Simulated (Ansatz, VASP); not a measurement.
**One calculation of Br, two programs**

The input INCAR:

```
ALGO = Normal
EDIFF = 1E-7
ENCUT = 520
GGA = PE
ISIF = 2
ISMEAR = -1
LASPH = T
LCHARG = F
LREAL = F
LWAVE = F
NBANDS = 14
NELM = 60
PREC = Accurate
SIGMA = 0.05
```

Contents of KPOINTS:

```
k-points
0
Gamma
  8 8 8
```

The input POSCAR:

```
Br
1.0
    0.0000000000      3.2316520351      3.2316520351
    3.2316520351      0.0000000000      3.2316520351
    3.2316520351      3.2316520351      0.0000000000
Br
2
Direct
   -0.1250000000     -0.1250000000     -0.1250000000
    0.1250000000      0.1250000000      0.1250000000
```

Input for Ansatz:

```yaml
crystal:
  lattice:
    - [0.0, 3.2316520351, 3.2316520351]
    - [3.2316520351, 0.0, 3.2316520351]
    - [3.2316520351, 3.2316520351, 0.0]
  atoms:
    - { symbol: Br, position: [-0.125, -0.125, -0.125] }
    - { symbol: Br, position: [0.125, 0.125, 0.125] }
kpoints:
  mp_grid: { grid: [8, 8, 8] }
scf:
  occupations: { method: fermi_dirac, width: 0.05 }
hamiltonian:
  xc: pbe
  pseudopotentials: { kind: all_electron, lapw: { basis_error: 0.001 } }
output:
  forces: true
  stress: true
  eigenvalues: true
  populations: true
```

The real solid is made of molecules; this cell is a model form.

Alike in both runs: task single point; functional PBE; k mesh 8 × 8 × 8; occupations fermi-dirac, width 0.05 eV; no spin polarisation.

```csv
,VASP,Ansatz
version,VASP 6.6.1,Ansatz 0.2.0
potentials or method,"VASP PAW PBE potentials, release 64 (Br)","all-electron LAPW, scalar-relativistic"
plane-wave cutoff (eV),520,see its input
```

```tsv
	VASP	Ansatz	Ansatz less VASP
pressure (GPa)	6.7	6.7	0.00
```

Ansatz ran all-electron here, so the differences hold the error of VASP's frozen core and of both bases.
